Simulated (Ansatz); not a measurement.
## HfN in Ansatz: the effect of functional

Crystal: HfN.

```
Hf N
1.0
     0.00000    2.40471    2.40471
     2.40471    0.00000    2.40471
     2.40471    2.40471    0.00000
Hf N
1 1
Cartesian
  0.0000 0.0000 0.0000
  1.2024 1.2024 1.2024
```

The cell comes from a database or a generator and needn't be the stable form of this composition.

The cell isn't the ideal one: volume scaled by 0.94.

Alike in all runs:

```yaml
Program: Ansatz 0.2.0
Task: single point
Potentials_or_basis: Ansatz PAW
k_mesh: 9 × 9 × 9
Occupations: fermi-dirac, width 0.05 eV
Spin: no spin polarisation
```

```tsv
functional	cutoff	pressure (GPa)
LDA	420 eV (not typed: the program's choice for these potentials)	2.6
PBEsol	420 eV (not typed: the program's choice for these potentials)	?
r2SCAN	500 eV (not typed: the program's choice for these potentials)	11.3
```

Q: What does the run with functional PBEsol give?

A: Pressure 7.7 GPa.

Caveats: the PAW data sets come from PBE, with cores solved anew for the run's functional, which leaves a small shift of forces and pressure.
